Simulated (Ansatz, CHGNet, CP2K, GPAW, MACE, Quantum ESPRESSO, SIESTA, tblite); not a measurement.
## Running twisted 2H-MoSe2/1T-TaS2 bilayer, 21.79° (42 atoms) with CP2K

Wanted: CP2K inputs and outputs for twisted 2H-MoSe2/1T-TaS2 bilayer, 21.79° (42 atoms), checked against a plane-wave reference.

Calculated with CP2K 2026.2; the method is named at each step.

## (1) Set-up

The cell holds 42 atoms: 7 Mo, 14 Se, 7 Ta and 14 S. Its edges and angles: a = 8.797 Å, b = 8.797 Å, c = 21.570 Å, α = 90.0°, β = 90.0°, γ = 120.0°. 2H-MoSe2 (a = 3.29 Å) under 1T-TaS2 (a = 3.36 Å), bilayer, commensurate cell of 7 unit cells a layer, twist 21.79 deg, both strained to the mean lattice constant; facing planes 3.17 Å apart; 12 Å of vacuum; layers as built, displaced by a Gaussian of 0.01 Å. Then every atom was moved at random, 0.03 Å r.m.s. a Cartesian component. Regions: layer 1, 21 atoms (7 Mo and 14 Se); layer 2, 21 atoms (7 Ta and 14 S). Vacuum lies along c.

The yardstick, on the same geometry:

- method: Kohn-Sham DFT, PBE, PAW, plane waves (Ansatz 0.2.0); cutoff 420 eV, Γ point, fermi-dirac smearing of 0.05 eV; PAW set soft_2
- r.m.s. force component: 0.4461 eV/Å
- longest force: 1.448 eV/Å
- SCF cycles: 26
- time: 13 s on 8 threads of Arm Neoverse V2, shared host
- CPU time: 93 s

## (2) PBE, DZVP-UZH, 600/60 Ry, diagonalisation

Method: Kohn-Sham DFT, PBE, GTH-PBE pseudopotentials, Gaussian and plane waves, DZVP-MOLOPT (UZH set), diagonalisation.

input.inp

```
&GLOBAL
  PROJECT cell
  RUN_TYPE ENERGY_FORCE
  PRINT_LEVEL LOW
&END GLOBAL
&FORCE_EVAL
  METHOD QS
  &DFT
    BASIS_SET_FILE_NAME BASIS_MOLOPT_UZH
    POTENTIAL_FILE_NAME POTENTIAL_UZH
    &MGRID
      CUTOFF 600
      REL_CUTOFF 60
      NGRIDS 5
    &END MGRID
    &QS
      EPS_DEFAULT 1.0E-12
    &END QS
    &SCF
      SCF_GUESS ATOMIC
      EPS_SCF 1.0E-06
      MAX_SCF 200
      ADDED_MOS 28
      &DIAGONALIZATION
        ALGORITHM STANDARD
      &END DIAGONALIZATION
      &SMEAR ON
        METHOD FERMI_DIRAC
        ELECTRONIC_TEMPERATURE [K] 580
      &END SMEAR
      &MIXING
        METHOD BROYDEN_MIXING
        ALPHA 0.15
        NBROYDEN 8
      &END MIXING
      &PRINT
        &RESTART OFF
        &END RESTART
      &END PRINT
    &END SCF
    &XC
      &XC_FUNCTIONAL PBE
      &END XC_FUNCTIONAL
    &END XC
    &PRINT
      &MULLIKEN ON
      &END MULLIKEN
      &HIRSHFELD ON
        SHAPE_FUNCTION DENSITY
      &END HIRSHFELD
      &MO ON
        EIGENVALUES T
        OCCUPATION_NUMBERS T
        MO_INDEX_RANGE 168 191
        &EACH
          QS_SCF 0
        &END EACH
        ADD_LAST NUMERIC
      &END MO
    &END PRINT
  &END DFT
  &SUBSYS
    &CELL
      A 8.79710 0.00000 0.00000
      B -4.39855 7.61851 0.00000
      C 0.00000 0.00000 21.57000
    &END CELL
    &COORD
      SCALED
      Mo 0.18904 0.23383 0.35586
      Se 0.24263 0.05682 0.43211
      Se 0.24735 0.05319 0.27840
      Mo 0.33365 0.66054 0.35686
      Se 0.38470 0.48322 0.43254
      Se 0.37970 0.47730 0.27942
      Mo 0.47750 0.09653 0.35701
      Se 0.52386 0.90182 0.43405
      Se 0.52325 0.90353 0.28033
      Mo 0.62765 0.52577 0.35516
      Se 0.67066 0.33041 0.43306
      Se 0.66987 0.33267 0.27879
      Mo 0.75978 0.95681 0.35675
      Se 0.81013 0.77099 0.43684
      Se 0.81378 0.77068 0.27807
      Mo 0.90490 0.38786 0.35667
      Se 0.95068 0.19054 0.43239
      Se 0.94375 0.18858 0.27958
      Mo 0.05323 0.81331 0.35499
      Se 0.09847 0.61976 0.43221
      Se 0.09491 0.61743 0.28001
      Ta 0.13703 0.71022 0.65186
      S 0.37807 0.89859 0.72263
      S 0.33359 0.66400 0.57991
      Ta 0.99638 0.99558 0.65026
      S 0.24503 0.18814 0.72329
      S 0.19042 0.95608 0.58031
      Ta 0.28804 0.42751 0.65147
      S 0.53090 0.62517 0.72172
      S 0.47635 0.38209 0.58179
      Ta 0.57068 0.85528 0.65171
      S 0.80422 0.04916 0.72213
      S 0.75983 0.81005 0.58124
      Ta 0.42881 0.14304 0.65264
      S 0.66602 0.33385 0.72139
      S 0.61851 0.09152 0.58253
      Ta 0.71349 0.57464 0.65341
      S 0.95086 0.76645 0.72155
      S 0.90781 0.53524 0.57846
      Ta 0.85899 0.28838 0.65063
      S 0.09403 0.47861 0.72111
      S 0.05010 0.24001 0.58114
    &END COORD
    &KIND Mo
      BASIS_SET DZVP-MOLOPT-PBE-GTH-q14
      POTENTIAL GTH-PBE-q14
    &END KIND
    &KIND Se
      BASIS_SET DZVP-MOLOPT-PBE-GTH-q6
      POTENTIAL GTH-PBE-q6
    &END KIND
    &KIND Ta
      BASIS_SET DZVP-MOLOPT-PBE-GTH-q13
      POTENTIAL GTH-PBE-q13
    &END KIND
    &KIND S
      BASIS_SET DZVP-MOLOPT-PBE-GTH-q6
      POTENTIAL GTH-PBE-q6
    &END KIND
  &END SUBSYS
  &PRINT
    &FORCES ON
    &END FORCES
  &END PRINT
&END FORCE_EVAL
```

Run with:

```sh
OMP_NUM_THREADS=2 cp2k.psmp -i input.inp > output.txt
```

Numbers of over 12 decimals in the logs are rounded to 6 here.

Output:

```text
CP2K| version string:                                       CP2K version 2026.2
 CP2K| Input file name                                                 input.inp
 GLOBAL| Basis set file name                                    BASIS_MOLOPT_UZH
 GLOBAL| Potential file name                                       POTENTIAL_UZH
 GLOBAL| Run type                                                   ENERGY_FORCE
 GLOBAL| Total number of message passing processes                             1
 GLOBAL| Number of threads for this process                                    2
 TOTAL NUMBERS AND MAXIMUM NUMBERS
  Total number of            - Atomic kinds:                                   4
                             - Atoms:                                         42
                             - Shell sets:                                    42
                             - Shells:                                       252
                             - Primitive Cartesian functions:                196
                             - Cartesian basis functions:                    826
                             - Spherical basis functions:                    728
  Maximum angular momentum of- Orbital basis functions:                        3
                             - Local part of the GTH pseudopotential:          2
                             - Non-local part of the GTH pseudopotential:      4
 SCF PARAMETERS         Density guess:                                    ATOMIC
                        max_scf:                                             200
                        eps_scf:                                        1.00E-06
                        added MOs                                        28    0
                        Mixing method:                            BROYDEN_MIXING
                                                charge density mixing in g-space
                        Smear method:                                FERMI_DIRAC
                        Electronic temperature [K]:                        580.0
                        Electronic temperature [a.u.]:                  1.84E-03
                        Accuracy threshold:                             1.00E-10
 Extrapolation method: initial_guess
 Number of electrons:                                                        357
 Number of occupied orbitals:                                                179
 Number of molecular orbitals:                                               207
 Number of orbital functions:                                                728
 Number of independent orbital functions:                                    728
 SCF WAVEFUNCTION OPTIMIZATION
  Step     Update method      Time    Convergence         Total energy    Change
     1 NoMix/Diag. 0.15E+00    4.8     1.12503702     -1163.4424677548 -1.16E+03
     2 Broy./Diag. 0.15E+00    7.3     0.66749271     -1179.0859768518 -1.56E+01
     3 Broy./Diag. 0.15E+00    7.4     0.05848713     -1164.9789401524  1.41E+01
     4 Broy./Diag. 0.15E+00    7.6     0.09302844     -1161.2928678684  3.69E+00
[...]
41 Broy./Diag. 0.15E+00    7.9     0.00000135     -1158.1192510909 -6.25E-06
    42 Broy./Diag. 0.15E+00    8.3     0.00000042     -1158.1192494191  1.67E-06
  *** SCF run converged in    42 steps ***
  Electronic density on regular grids:       -356.9999999998        0.0000000002
  Core density on regular grids:              356.9999999996       -0.0000000004
  Total charge density on r-space grids:       -0.0000000002
  Total charge density g-space grids:          -0.0000000002
  Overlap energy of the core charge distribution:               2.01651e-08
  Self energy of the core charge distribution:              -2117.893050
  Core Hamiltonian energy:                                    473.212790
  Hartree energy:                                             650.939869
  Exchange-correlation energy:                               -164.362398
  Electronic entropic energy:                                  -0.016461
  Fermi energy:                                                 0.095672
  Total energy:                                             -1158.119249
  Total energy (extrapolated to T->0):                      -1158.111019
 MO| EIGENVALUES AND OCCUPATION NUMBERS
 MO|
 MO|  Index      Eigenvalue [a.u.]        Eigenvalue [eV]             Occupation
 MO|    168               0.050656               1.378413               2.000000
 MO|    169               0.051753               1.408277               2.000000
 MO|    170               0.053852               1.465397               2.000000
[...]
MO|    190               0.141412               3.848005               0.000000
 MO|    191               0.147665               4.018156               0.000000
 MO| Sum:                                                             357.000000
 MO| E(Fermi):            0.095672 a.u.          2.603363 eV
 !-----------------------------------------------------------------------------!
                     Mulliken Population Analysis
 #  Atom  Element  Kind  Atomic population                           Net charge
       1     Mo       1         14.098151                             -0.098151
       2     Se       2          5.912127                              0.087873
       3     Se       2          5.933312                              0.066688
[...]
41     S        4          5.996980                              0.003020
      42     S        4          6.019882                             -0.019882
 # Total charge                            357.000000                  0.000000
 !-----------------------------------------------------------------------------!
 !-----------------------------------------------------------------------------!
                           Hirshfeld Charges
  #Atom  Element  Kind  Ref Charge     Population                    Net charge
      1       Mo     1      14.000         13.826                         0.174
      2       Se     2       6.000          6.079                        -0.079
      3       Se     2       6.000          6.086                        -0.086
[...]
41       S      4       6.000          6.126                        -0.126
     42       S      4       6.000          6.126                        -0.126
  Total Charge                                                            0.000
 !-----------------------------------------------------------------------------!
 ENERGY| Total FORCE_EVAL ( QS ) energy [hartree]          -1158.119219
 FORCES| Atomic forces [hartree/bohr]
 FORCES|   Atom     x               y               z               |f|
 FORCES|      1 -7.59321976E-03  2.19253452E-02 -7.28395913E-03   2.43194122E-02
 FORCES|      2  2.32795885E-03 -1.36333589E-02  1.24070036E-02   1.85801401E-02
 FORCES|      3 -5.67467009E-03 -5.83953628E-03 -8.94360175E-03   1.20950435E-02
[...]
FORCES|     41  1.01311522E-03 -3.65553832E-03  1.74809059E-02   1.78877454E-02
 FORCES|     42 -4.18584668E-04  3.59541950E-03 -5.04901291E-03   6.21247019E-03
 FORCES| Sum     2.73014539E-06  1.67139451E-06 -3.60718403E-06
 FORCES| Total atomic force                                       4.82276167E-06
```

Wall time 5.8 min (2 threads of Arm Neoverse V2, shared host); peak memory 4 GiB; 10 min of CPU time.

Banners, paths, timers and routine set-up lines are dropped from the logs unmarked, and long logs keep their key lines alone; longer cuts are marked.

Numbers from this run, and their distance from the reference:

* r.m.s. force component: 0.4577 eV/Å
* r.m.s. difference of force components: 100.6 meV/Å
* longest difference of force vectors: 297.8 meV/Å
* force difference over r.m.s. force: 22.54 %
* slope of forces against the reference's: 1.001
* correlation of force components: 0.9756

Length of the force difference by element (eV/Å):

```csv
element,atoms,mean,most
Mo,7,0.041,0.057
S,14,0.11,0.12
Se,14,0.28,0.30
Ta,7,0.027,0.044
```

A closer look about Ta37, picked at random: 13 atoms, nearest first, numbered in the order of the input, with positions taken from that point.

```csv
atom,x,y,z,distance (Å),bonds,Hirshfeld charge (e),Fx,Fy,Fz (eV/Å)
Ta37,0.00,0.00,0.00,0.00,6,0.22,-0.17,0.24,-0.75
S29,-1.83,0.38,1.47,2.38,3,-0.12,-0.48,-0.27,1.01
S38,1.24,1.46,1.47,2.42,3,-0.11,0.53,0.14,0.80
S35,0.64,-1.83,1.47,2.43,3,-0.12,0.10,-0.05,0.54
S33,-0.63,1.79,-1.56,2.46,3,-0.12,0.08,0.00,-0.42
S30,-1.24,-1.47,-1.54,2.46,3,-0.13,0.36,-0.06,-0.50
S39,1.88,-0.30,-1.62,2.50,3,-0.13,0.12,-0.39,-0.13
Ta25,0.64,3.21,-0.07,3.27,6,0.24,0.17,-0.15,0.13
Ta31,-2.49,2.14,-0.04,3.28,6,0.25,0.27,0.30,-0.22
Ta28,-3.10,-1.12,-0.04,3.29,6,0.24,0.01,-0.40,0.27
Ta22,3.13,1.03,-0.03,3.30,6,0.24,-0.42,-0.82,-0.28
Ta34,-0.61,-3.29,-0.02,3.34,6,0.25,-0.23,-0.32,-0.44
Ta40,2.54,-2.18,-0.06,3.35,6,0.25,0.25,0.33,-0.34
```

Forces lie 23 % from the reference's, at 6.7 times its CPU time (on 2 against 8 cores).

The difference per atom is largest on Se (0.28 eV/Å on average, against 0.11 on S).

## (3) PBE, TZV2P-UZH, 600/60 Ry, diagonalisation

Method: Kohn-Sham DFT, PBE, GTH-PBE pseudopotentials, Gaussian and plane waves, TZV2P-MOLOPT (UZH set), diagonalisation.

input.inp: that of step 2 with these lines changed.

```diff
@@ -68,7 +68,30 @@
     &COORD
-      SCALED
-[... 42 atom lines left out: the same atoms as in the first run ...]
+      Mo 0.63449 1.78144 7.67590
+      Se 1.88451 0.43288 9.32061
+      Se 1.94200 0.40523 6.00509
+      Mo 0.02973 5.03233 7.69747
+      Se 1.25878 3.68142 9.32989
+      Se 1.24083 3.63631 6.02709
+      Mo 3.77602 0.73541 7.70071
+      Se 0.64175 6.87052 9.36246
+      Se 0.62886 6.88355 6.04672
+      Mo 3.20887 4.00558 7.66080
+      Se 4.44654 2.51723 9.34110
+      Se 4.42965 2.53445 6.01350
+      Mo 2.47528 7.28947 7.69510
+      Se 3.73556 5.87380 9.42264
+      Se 3.76903 5.87143 5.99797
+      Mo 6.25447 2.95492 7.69337
+      Se 7.52513 1.45163 9.32665
+      Se 7.47278 1.43670 6.03054
+      Mo -3.10912 6.19621 7.65713
+      Se -1.85979 4.72165 9.32277
+[... 18 atom lines left out ...]
+      S 5.63182 4.07773 12.47738
+      Ta 6.28817 2.19703 14.03409
+      S -1.27800 3.64630 15.55434
+      S -0.61496 1.82852 12.53519
     &END COORD
     &KIND Mo
-      BASIS_SET DZVP-MOLOPT-PBE-GTH-q14
+      BASIS_SET TZV2P-MOLOPT-PBE-GTH-q14
       POTENTIAL GTH-PBE-q14
@@ -76,3 +99,3 @@
     &KIND Se
-      BASIS_SET DZVP-MOLOPT-PBE-GTH-q6
+      BASIS_SET TZV2P-MOLOPT-PBE-GTH-q6
       POTENTIAL GTH-PBE-q6
@@ -80,3 +103,3 @@
     &KIND Ta
-      BASIS_SET DZVP-MOLOPT-PBE-GTH-q13
+      BASIS_SET TZV2P-MOLOPT-PBE-GTH-q13
       POTENTIAL GTH-PBE-q13
@@ -84,3 +107,3 @@
     &KIND S
-      BASIS_SET DZVP-MOLOPT-PBE-GTH-q6
+      BASIS_SET TZV2P-MOLOPT-PBE-GTH-q6
       POTENTIAL GTH-PBE-q6
```

Run with:

```sh
OMP_NUM_THREADS=1 mpirun -np 4 cp2k.psmp -i input.inp > output.txt
```

Output:

```text
CP2K| version string:                                       CP2K version 2026.2
 CP2K| Input file name                                                 input.inp
 GLOBAL| Basis set file name                                    BASIS_MOLOPT_UZH
 GLOBAL| Potential file name                                       POTENTIAL_UZH
 GLOBAL| Run type                                                   ENERGY_FORCE
 GLOBAL| Total number of message passing processes                             4
 GLOBAL| Number of threads for this process                                    1
[... lines left out ...]
                        Smear method:                                FERMI_DIRAC
[... lines left out ...]
 Number of electrons:                                                        357
[... lines left out ...]
  Step     Update method      Time    Convergence         Total energy    Change
[... lines left out ...]
  *** SCF run converged in    44 steps ***
[... lines left out ...]
  Fermi energy:                                                 0.095178
  Total energy:                                             -1158.232699
  Total energy (extrapolated to T->0):                      -1158.224556
[... lines left out ...]
 MO| E(Fermi):            0.095178 a.u.          2.589918 eV
[... lines left out ...]
                           Hirshfeld Charges
  #Atom  Element  Kind  Ref Charge     Population                    Net charge
      1       Mo     1      14.000         13.828                         0.172
      2       Se     2       6.000          6.079                        -0.079
      3       Se     2       6.000          6.085                        -0.085
[...]
41       S      4       6.000          6.130                        -0.130
     42       S      4       6.000          6.129                        -0.129
  Total Charge                                                            0.000
 !-----------------------------------------------------------------------------!
 ENERGY| Total FORCE_EVAL ( QS ) energy [hartree]          -1158.232693
 FORCES| Atomic forces [hartree/bohr]
 FORCES|   Atom     x               y               z               |f|
 FORCES|      1 -7.37227180E-03  2.15727464E-02 -7.13444747E-03   2.38879493E-02
 FORCES|      2  2.26055354E-03 -1.33832391E-02  9.19350067E-03   1.63933415E-02
 FORCES|      3 -5.48904923E-03 -5.75854535E-03 -5.70781805E-03   9.79130701E-03
[...]
FORCES|     41  8.25103143E-04 -3.41026204E-03  1.67116356E-02   1.70759903E-02
 FORCES|     42 -4.19964512E-04  3.61987492E-03 -4.51658953E-03   5.80339948E-03
 FORCES| Sum     6.43835091E-06  3.65237032E-06 -9.81608626E-06
 FORCES| Total atomic force                                       1.22942149E-05
```

Run time: 4 min. Hardware: 4 MPI ranks; peak memory 6.4 GiB; 16 min of CPU time.

Numbers from this run, and their distance from the reference:

* r.m.s. force component: 0.4358 eV/Å
* r.m.s. difference of force components: 61.62 meV/Å
* longest difference of force vectors: 153.6 meV/Å
* force difference over r.m.s. force: 13.81 %
* slope of forces against the reference's: 0.9676
* correlation of force components: 0.9905

Against the first run (23 %), the force difference from the reference is 14 %, at 1.5 times the CPU time (on 4 against 2 cores), with 1400 basis functions against 728: the larger basis brings the forces nearer.

(Part 1 of 3 ends here.)

[Also dropped from logs without a mark: logging warnings of Python, and SIESTA's first energy breakdown and zero terms.]

[Logs are printed without paths, hosts, clocks, repeated set-up lines and the standing remarks that a program may print on its own settings, such as how far it seeks lower states.]

[Hosts, paths, dates, database ids (printed as entryN), source tags and the programs' standing remarks are cut or masked in the printed files.]
